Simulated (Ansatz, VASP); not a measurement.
# One calculation of AlN, two programs

```xyz
4
Lattice="3.1302 0.0000 0.0000 -1.5651 2.7108 0.0000 0.0000 0.0000 5.0180" Properties=species:S:1:pos:R:3 pbc="T T T"
Al    1.5651    0.9036    2.5052
Al    0.0000    1.8072    5.0142
N     1.5651    0.9036    4.4197
N     0.0000    1.8072    1.9107
```

Alike in both runs: task single point; functional PBE; k mesh 12 × 12 × 6; occupations gaussian, width 0.01 eV; no spin polarisation.

```csv
,VASP,Ansatz
version,VASP 6.6.1,Ansatz 0.2.0
potentials or method,"VASP PAW PBE potentials, release 64 (Al, N)","scalar-relativistic, plane waves, PAW"
plane-wave cutoff (eV),520,420
valence electrons in the cell,16,16
```

VASP gave:

| Property | Result |
| --- | --- |
| gap on the k mesh at the Fermi level (eV) | 4.04 |
| least direct gap on the mesh (eV) | 4.04 |
| pressure (GPa) | -0.3 |

Task: Which values does Ansatz return?

Result: gap on the k mesh at the Fermi level (eV): 4.03; least direct gap on the mesh (eV): 4.03; pressure (GPa): 0.0.

A k mesh can miss the band edges. A hybrid or GW would open this gap; PBE tends to underestimate it.
